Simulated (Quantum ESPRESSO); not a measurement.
The system is Se.

```
Se
1.0
     4.36620    0.00000    0.00000
    -2.18310    3.78124    0.00000
     0.00000    0.00000    4.95360
Se
3
Cartesian
  1.6910 2.9289 0.0000
  -0.4921 0.8523 3.3024
  0.9841 0.0000 1.6512
```

Base run:

```yaml
Program: Quantum ESPRESSO 7.5
Functional: PBE
Potentials_or_basis: PseudoDojo 0.4.1 SR PBE standard
Cutoff: 1170 eV
Density_cutoff: 4680 eV
k_mesh: 7 × 7 × 6
Occupations: fermi-dirac, width 0.05 eV
Spin: no spin polarisation
```

Its results: band gap on the k mesh 1.20 eV, indirect (least direct gap 1.47 eV); pressure 2.8 GPa; largest force 0.424 eV/Å.

Question: The run is repeated on the same cell with these changes: functional from PBE to LDA; potentials or basis from PseudoDojo 0.4.1 SR PBE standard to PseudoDojo 0.4.1 SR LDA standard. What comes out?

Answer: Band gap on the k mesh 1.09 eV, indirect (least direct gap 1.39 eV); pressure -1.3 GPa; largest force 0.236 eV/Å.

Caveats: the mesh misses the band edges, which the band path finds closer together.
